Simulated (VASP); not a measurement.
# CdSe (P6_3mc) in VASP: notebook, part 2 of 2

VASP 6.6.1.

## (3) Single point, r2SCAN

Input file POSCAR:

```
CdSe
1.0
    4.3833795273      0.0000000000      0.0000000000
   -2.1916897636      3.7961180251      0.0000000000
    0.0000000000      0.0000000000      7.1535456852
Cd Se
2 2
Direct
    0.3333333333      0.6666666667      0.0045810803
    0.6666666667      0.3333333333      0.5045810803
    0.3333333333      0.6666666667      0.3804189197
    0.6666666667      0.3333333333      0.8804189197
```

Input file INCAR.step1:

```
SYSTEM = CdSe
PREC = Accurate
ENCUT = 520
ISMEAR = 0
SIGMA = 0.02
LREAL = .False.
LASPH = .True.
NELM = 100
NBANDS = 26
GGA = PE
ALGO = Normal
EDIFF = 1E-4
LWAVE = .True.
LCHARG = .False.
```

Input file INCAR.step2:

```
SYSTEM = CdSe
PREC = Accurate
ENCUT = 520
EDIFF = 1E-6
ISMEAR = 0
SIGMA = 0.02
LREAL = .False.
LASPH = .True.
NELM = 100
ALGO = Normal
ISIF = 2
LWAVE = .False.
LCHARG = .False.
METAGGA = R2SCAN
LMIXTAU = .True.
NBANDS = 26
ISTART = 1
```

Input file KPOINTS:

```
regular mesh
0
Gamma
  12 12 6
  0 0 0
```

Potentials or basis: VASP PAW PBE potentials, release 64 (Cd, Se).

Started as:

```
$ cat potpaw_PBE.64/Cd/POTCAR potpaw_PBE.64/Se/POTCAR > POTCAR
$ cp INCAR.step1 INCAR
$ mpirun -np 1 vasp_std > vasp.out
$ cp INCAR.step2 INCAR
$ mpirun -np 1 vasp_std > vasp.out
```

OUTCAR:

```text
SYSTEM = CdSe
   PREC = Accurate
   ENCUT = 520
   EDIFF = 1E-6
   ISMEAR = 0
   LREAL = .False.
   LASPH = .True.
   NELM = 100
   ISIF = 2
   METAGGA = R2SCAN
   ISTART = 1

 ion  position               nearest neighbor table
   1  0.333  0.667  0.005-   4 2.68   4 2.68   4 2.68   3 2.69
   2  0.667  0.333  0.505-   3 2.68   3 2.68   3 2.68   4 2.69
   3  0.333  0.667  0.380-   2 2.68   2 2.68   2 2.68   1 2.69
   4  0.667  0.333  0.880-   1 2.68   1 2.68   1 2.68   2 2.69

  LATTYP: Found a hexagonal cell.
 ALAT       =     4.3833795273
 C/A-ratio  =     1.6319704102

  Lattice vectors:

 A1 = (   4.3833795273,   0.0000000000,   0.0000000000)
 A2 = (  -2.1916897636,   3.7961180251,   0.0000000000)
 A3 = (   0.0000000000,   0.0000000000,   7.1535456852)

Analysis of symmetry for initial positions (statically):
=====================================================================
 Subroutine PRICEL returns:
 Original cell was already a primitive cell.

 Routine SETGRP: Setting up the symmetry group for a
 hexagonal supercell.

 Subroutine GETGRP returns: Found 12 space group operations
[... 166 lines left out ...]
  ext. energy  EPLUGINS =         0.00000000
  ---------------------------------------------------
  free energy    TOTEN  =       -71.82155672 eV

  energy without entropy =      -71.82155672  energy(sigma->0) =      -71.82155672

 E-fermi :   0.3017     XC(G=0):  -9.1534

 val. band max:        0.2146326406   @ k =   0.0000   0.0000   0.0000
 cond. band min:       1.2340551002   @ k =   0.0000   0.0000   0.0000
 fundamental gap:      1.0194224596
 Fermi energy:         0.3016972752

 k-point     1 :       0.0000    0.0000    0.0000
  band No.  band energies     occupation
      1     -12.5002      2.00000
      2     -12.1642      2.00000
      3      -7.7755      2.00000
      4      -7.7703      2.00000
      5      -7.7703      2.00000
      6      -7.7078      2.00000
[... 685 lines left out ...]
     25       8.2612      0.00000
     26       9.0519      0.00000

 [... further k-points ...]
[... 5 lines left out ...]
  --------------------------------------------------------------------------------------
  -------------------------------------------------------------------------------------
  Total       -0.9189229     -0.9189229     -0.9478917     -0.0000000      0.0000000      0.0000000
  in kB      -12.3685707    -12.3685707    -12.7584867     -0.0000000      0.0000000      0.0000000
  external PRESSURE =     -12.4985427 kB  Pullay stress =       0.0000000 kB

 VOLUME and BASIS-vectors are now :
 -----------------------------------------------------------------------------
  energy-cutoff  :      520.00
  volume of cell :      119.03
      direct lattice vectors                 reciprocal lattice vectors
     4.383379527  0.000000000  0.000000000     0.228134478  0.131713502  0.000000000
    -2.191689764  3.796118025  0.000000000     0.000000000  0.263427004  0.000000000
     0.000000000  0.000000000  7.153545685     0.000000000  0.000000000  0.139790818

 POSITION                                       TOTAL-FORCE (eV/Angst)
 -----------------------------------------------------------------------------------
     -0.00000      2.53075      0.03277        -0.000000      0.000000     -0.000017
      2.19169      1.26537      3.60954         0.000000     -0.000000     -0.000017
     -0.00000      2.53075      2.72134         0.000000      0.000000      0.000017
      2.19169      1.26537      6.29812         0.000000      0.000000      0.000017
 -----------------------------------------------------------------------------------
    total drift:                               -0.000000     -0.000000      0.003867

  FREE ENERGIE OF THE ION-ELECTRON SYSTEM (eV)
  ---------------------------------------------------
  free  energy   TOTEN  =       -71.8215567193 eV

  energy  without entropy=      -71.8215567193  energy(sigma->0) =      -71.82155672
```

OUTCAR.step1:

```text
SYSTEM = CdSe
   PREC = Accurate
   ENCUT = 520
   ISMEAR = 0
   LREAL = .False.
   LASPH = .True.
   NELM = 100
[... 927 lines left out ...]
      2.19169      1.26537      3.60954        -0.000000      0.000000      0.001933
     -0.00000      2.53075      2.72134         0.000000     -0.000000     -0.001933
      2.19169      1.26537      6.29812        -0.000000      0.000000     -0.001933
 -----------------------------------------------------------------------------------
    total drift:                               -0.000000     -0.000000      0.000747

  FREE ENERGIE OF THE ION-ELECTRON SYSTEM (eV)
  ---------------------------------------------------
  free  energy   TOTEN  =       -10.9956003099 eV

  energy  without entropy=      -10.9956003099  energy(sigma->0) =      -10.99560031
```

OSZICAR.step1:

```text
N       E                     dE             d eps       ncg     rms          rms(c)
DAV:   1     0.239063873215E+03    0.23906E+03   -0.16965E+04  3952   0.124E+03
DAV:   2     0.127601738526E+01   -0.23779E+03   -0.22983E+03  4324   0.305E+02
DAV:   3    -0.116521819514E+02   -0.12928E+02   -0.12836E+02  4740   0.708E+01
DAV:   4    -0.117634685526E+02   -0.11129E+00   -0.11116E+00  4424   0.622E+00
DAV:   5    -0.117641493728E+02   -0.68082E-03   -0.68079E-03  4526   0.474E-01    0.782E+00
DAV:   6    -0.110270277718E+02    0.73712E+00   -0.12761E+00  4466   0.105E+01    0.628E+00
DAV:   7    -0.109952195060E+02    0.31808E-01   -0.47163E-01  4140   0.345E+00    0.258E+00
DAV:   8    -0.109952390417E+02   -0.19536E-04   -0.42028E-02  4082   0.201E+00    0.358E-01
DAV:   9    -0.109953173210E+02   -0.78279E-04   -0.61902E-03  4354   0.866E-01    0.894E-02
DAV:  10    -0.109955073089E+02   -0.18999E-03   -0.75507E-04  4078   0.285E-01    0.709E-02
DAV:  11    -0.109956003099E+02   -0.93001E-04   -0.23000E-04  3484   0.849E-02
   1 F= -.10995600E+02 E0= -.10995600E+02  d E =-.545314E-24
```

Wall time 6.5 min (1 thread of Intel Xeon 6975P-C (Granite Rapids), shared host); peak memory 0.42 GiB.

What came out:

- Free energy: -71.8216 eV
- Pressure: -1.2 GPa
- Band gap on the k mesh: 1.02 eV

Caveat: the PAW data sets were made with another functional, which shifts forces and pressure a little.

## (4) Single point, PBE (30.65 Å³/atom)

This run uses another cell than the first one, of 30.65 Å³/atom.

Input file INCAR:

```
SYSTEM = CdSe
ALGO     = Normal         ! electronic algorithm
EDIFF    = 1E-6           ! SCF threshold, eV
ENCUT    = 520            ! plane-wave cutoff, eV
GGA      = PE             ! functional
ISIF     = 2              ! what is computed and relaxed
ISMEAR   = 0              ! smearing method
LASPH    = .TRUE.         ! aspherical terms in the spheres
LCHARG   = .TRUE.         ! write CHGCAR
LELF     = .TRUE.         ! ELF
LREAL    = .FALSE.        ! projectors in reciprocal space
LVHAR    = .TRUE.       
LWAVE    = .FALSE.        ! write WAVECAR
NBANDS   = 26             ! bands
NELM     = 80             ! most SCF steps
PREC     = Accurate       ! precision mode
SIGMA    = 0.02           ! smearing width, eV
```

Input file KPOINTS:

```
k-points
0
G
  12 12 6
  0 0 0
```

Input file POSCAR:

```
CdSe
1.0
    4.4267821509      0.0000000000      0.0000000000
   -2.2133910754      3.8337057997      0.0000000000
    0.0000000000      0.0000000000      7.2243774554
Cd Se
2 2
Direct
    0.3333333333      0.6666666667      0.0045810793
    0.6666666667      0.3333333333      0.5045810793
    0.3333333333      0.6666666667      0.3804189207
    0.6666666667      0.3333333333      0.8804189207
```

Started as:

```
$ cat potpaw_PBE.64/Cd/POTCAR potpaw_PBE.64/Se/POTCAR > POTCAR
$ mpirun -np 1 vasp_std > vasp.out
```

It took 4.4 min on 1 thread of Intel Xeon 8259CL, shared host; peak memory 0.39 GiB.

The run converged. Its results:

```yaml
Free_energy: -10.9867 eV
Pressure: -1.0 GPa
Band_gap_on_the_k_mesh: 0.48 eV
```

Levels at points of the mesh, in eV from the valence-band top:
```
           k point  band 16  band 17  band 18  band 19  band 20  band 21
(0.00, 0.00, 0.00)    -0.04     0.00     0.00     0.48     2.11     5.84
(0.50, 0.00, 0.00)    -1.59    -1.13    -0.64     3.03     3.32     4.79
(0.00, 0.00, 0.50)    -0.34    -0.34    -0.34     2.20     2.20     5.72
(0.50, 0.00, 0.50)    -1.17    -1.15    -1.15     2.87     2.87     4.82
```

## (5) Single point, PBE (31.54 Å³/atom)

This run uses another cell than the first one, of 31.54 Å³/atom.

Input file INCAR:

```
  PREC = Accurate
  ENCUT = 520
  EDIFF = 1E-6
  ISMEAR = 0
  SIGMA = 0.02
  LREAL = F
  LASPH = T
  NELM = 80
  ALGO = Normal
  ISIF = 2
  LWAVE = F
  LCHARG = F
  GGA = PE
  NBANDS = 26
```

Input file KPOINTS:

```
regular mesh
0
Gamma
  12 12 6
```

Input file POSCAR:

```
CdSe
1.0
    4.4693499753      0.0000000000      0.0000000000
   -2.2346749876      3.8705706170      0.0000000000
    0.0000000000      0.0000000000      7.2938468849
Cd Se
2 2
Direct
    0.3333333333      0.6666666667      0.0045810793
    0.6666666667      0.3333333333      0.5045810793
    0.3333333333      0.6666666667      0.3804189207
    0.6666666667      0.3333333333      0.8804189207
```

Started as:

```
$ cat potpaw_PBE.64/Cd/POTCAR potpaw_PBE.64/Se/POTCAR > POTCAR
$ mpirun -np 1 vasp_std > vasp.out
```

Run time: 4.3 min. Hardware: 1 thread of Intel Xeon 8259CL, shared host; peak memory 0.39 GiB.

Results (log left out):

```
Free energy            : -10.9520 eV
Pressure               : -2.1 GPa
Band gap on the k mesh : 0.41 eV
```

Forces in eV/Å, atoms in the order of the input:
```
Cd   0.000  0.000 -0.002
Cd   0.000  0.000 -0.002
Se   0.000  0.000  0.002
Se   0.000  0.000  0.002
```

Levels at points of the mesh, in eV from the valence-band top:
| k point | band 16 | band 17 | band 18 | band 19 | band 20 | band 21 |
| --- | --- | --- | --- | --- | --- | --- |
| (0.00, 0.00, 0.00) | -0.04 | 0.00 | 0.00 | 0.41 | 2.07 | 5.83 |
| (0.50, 0.00, 0.00) | -1.50 | -1.07 | -0.61 | 2.96 | 3.30 | 4.79 |
| (0.00, 0.00, 0.50) | -0.32 | -0.32 | -0.32 | 2.14 | 2.14 | 5.67 |
| (0.50, 0.00, 0.50) | -1.11 | -1.09 | -1.09 | 2.84 | 2.84 | 4.80 |

## (6) Summary

```tsv
level	cell	gap on the mesh (eV)	pressure (GPa)
PBE	a = 4.383, b = 4.383, c = 7.154 Å, angles 90.0, 90.0, 120.0°, 4 atoms	0.54	0.2
r2SCAN	a = 4.383, b = 4.383, c = 7.154 Å, angles 90.0, 90.0, 120.0°, 4 atoms	1.02	-1.2
PBE	a = 4.427, b = 4.427, c = 7.224 Å, angles 90.0, 90.0, 120.0°, 4 atoms	0.48	-1.0
PBE	a = 4.469, b = 4.469, c = 7.294 Å, angles 90.0, 90.0, 120.0°, 4 atoms	0.41	-2.1
```

Alike in all rows: task single point; potentials or basis VASP PAW PBE potentials, release 64 (Cd, Se); no spin polarisation; k mesh 12 × 12 × 6; cutoff (eV) 520; smearing gaussian 0.02 eV.

Caveats: the PAW data sets were made with another functional, which shifts forces and pressure a little (at least some runs).

Total energies depend on the potentials used, so only differences within one code and one set of settings carry meaning.

## (7) Against experiment

Step 2. A measured gap of CdSe is 1.841 eV (2 K; a printed reference work, data compilation); the calculated 0.54 eV misses it by -1.30 eV. So large a miss can be the level of theory's own, or it may mean another phase, state or a wrong row. Spin-orbit coupling on Cd, Se is left out. The value is that of PBE, without temperature or zero-point motion. Semilocal functionals fall short of measured gaps as a rule.
